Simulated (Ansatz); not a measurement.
Relaxed structure of H2O on the (100) surface of ZnO, one molecule per 34.2 Å² (the molecule's atoms stand last):

```yaml
crystal:
  lattice:
    - [6.50949, 0.00000, 0.00000]
    - [0.00000, 5.25642, 0.00000]
    - [0.00000, 0.00000, 25.18315]
  atoms:
    - { symbol: Zn, position: [0.50000, 0.99838, 0.31767] }
    - { symbol: Zn, position: [0.00000, 0.99838, 0.31767] }
    - { symbol: O, position: [0.50000, 0.61952, 0.31767] }
    - { symbol: O, position: [0.00000, 0.61952, 0.31767] }
    - { symbol: Zn, position: [0.75000, 0.49838, 0.35498] }
    - { symbol: Zn, position: [0.25000, 0.49838, 0.35498] }
    - { symbol: O, position: [0.75000, 0.11952, 0.35498] }
    - { symbol: O, position: [0.25000, 0.11952, 0.35498] }
    - { symbol: Zn, position: [0.75000, 0.99838, 0.42960] }
    - { symbol: Zn, position: [0.25000, 0.99838, 0.42960] }
    - { symbol: O, position: [0.75000, 0.61952, 0.42960] }
    - { symbol: O, position: [0.25000, 0.61952, 0.42960] }
    - { symbol: Zn, position: [0.00084, 0.49575, 0.46464] }
    - { symbol: Zn, position: [0.49903, 0.49528, 0.46460] }
    - { symbol: O, position: [0.99994, 0.11795, 0.46618] }
    - { symbol: O, position: [0.50025, 0.11749, 0.46641] }
    - { symbol: Zn, position: [0.99977, 0.99849, 0.54392] }
    - { symbol: Zn, position: [0.50168, 0.99829, 0.54455] }
    - { symbol: O, position: [0.99872, 0.61946, 0.54106] }
    - { symbol: O, position: [0.49900, 0.61945, 0.54103] }
    - { symbol: Zn, position: [0.24915, 0.48004, 0.57114] }
    - { symbol: Zn, position: [0.74839, 0.46039, 0.56452] }
    - { symbol: O, position: [0.25029, 0.11049, 0.57763] }
    - { symbol: O, position: [0.75143, 0.11291, 0.57912] }
    - { symbol: O, position: [0.24292, 0.41607, 0.65747] }
    - { symbol: H, position: [0.10948, 0.44083, 0.67396] }
    - { symbol: H, position: [0.23978, 0.24012, 0.64136] }
```

Method: DFT PBE+D3(BJ), scalar-relativistic, plane waves, PAW in Ansatz 0.2.0. Plane waves to 420 eV, a k mesh through Γ of 3×3×1 on the computed 27-atom cell and Gaussian smearing (0.05 eV); no spin polarisation. The cell repeats along c with a dipole correction in the vacuum.

The slab and the molecular layer are also computed alone at these places.

Question: How does the adsorption energy per molecule split into interaction and deformation?

Answer: E_ads = -0.705 eV: interaction of the rigid parts -0.805 eV, deformation of the slab +0.090 eV, deformation of the molecule with its lateral interactions +0.010 eV.

Question: How much charge moves across the plane at z = 15.37 Å, midway between slab and molecule?

Answer: About 0.02 electrons a cell move down to the slab; half the integral of |Δρ| is 0.23 e.

Question: How does the density difference (whole less rigid parts, positive where electrons gather), summed over the plane, run along c?

Answer: (z (Å), Δρ (e/Å)): (6.02, 0.000), (6.16, 0.000), (6.44, 0.000), (6.58, 0.000), (6.86, 0.000), (7.00, 0.000), (7.14, 0.000), (7.42, 0.000), (7.55, 0.000), (7.83, -0.001), (7.97, -0.001), (8.11, -0.001), (8.39, 0.001), (8.53, 0.001), (8.67, 0.001), (8.95, 0.000), (9.09, -0.001), (9.37, 0.000), (9.51, 0.001), (9.65, 0.001), (9.93, 0.001), (10.07, 0.001), (10.35, -0.001), (10.49, -0.002), (10.63, -0.004), (10.91, -0.002), (11.05, 0.000), (11.33, 0.002), (11.47, 0.003), (11.61, 0.004), (11.89, -0.003), (12.03, -0.004), (12.31, 0.003), (12.45, 0.006), (12.59, 0.008), (12.87, 0.006), (13.01, 0.003), (13.15, 0.000), (13.43, -0.017), (13.57, -0.025), (13.85, 0.000), (13.99, 0.006), (14.13, 0.016), (14.41, 0.080), (14.55, 0.071), (14.83, -0.031), (14.97, -0.030), (15.11, -0.004), (15.39, 0.050), (15.53, 0.060), (15.81, 0.033), (15.95, -0.002), (16.09, -0.040), (16.37, -0.028), (16.51, 0.025), (16.79, -0.011), (16.93, -0.041), (17.07, -0.046), (17.35, -0.037), (17.49, -0.029), (17.63, -0.022), (17.91, -0.012), (18.05, -0.008), (18.33, -0.004), (18.47, -0.003), (18.61, -0.002), (18.89, -0.001), (19.03, -0.001), (19.31, 0.000), (19.45, 0.000)